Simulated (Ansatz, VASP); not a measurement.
## GaN in VASP and in Ansatz

```xyz
4
Lattice="3.1518 0.0000 0.0000 -1.5759 2.7296 0.0000 0.0000 0.0000 5.1127" Properties=species:S:1:pos:R:3 pbc="T T T"
Ga    0.0000    1.8197   -0.0058
Ga    1.5759    0.9099    2.5506
N     0.0000    1.8197    1.9230
N     1.5759    0.9099    4.4794
```

Change from the starting cell: z stretched by -0.5 %, x and y held.

Alike in both runs: functional LDA; k mesh 8 × 8 × 4; no spin polarisation.

Ansatz relaxed the structure, and its values are those at the end. VASP's run is a single point on that final structure, the one shown.

|  | VASP | Ansatz |
| --- | --- | --- |
| version | VASP 6.6.1 | Ansatz 0.2.0 |
| potentials or method | VASP PAW LDA potentials, release 64 (Ga_d, N), cutoff 520 eV | all-electron LAPW, scalar-relativistic |
| occupations | gaussian, width 0.01 eV | fixed |

Ansatz gave:

| Property | Result |
| --- | --- |
| gap on the k mesh at the Fermi level (eV) | 2.19 |
| pressure (GPa) | 1.2 |

Which values does VASP return?

gap on the k mesh at the Fermi level (eV): 2.20; pressure (GPa): 2.2.

Ansatz ran all-electron here, so the differences hold the error of VASP's frozen core and of both bases.
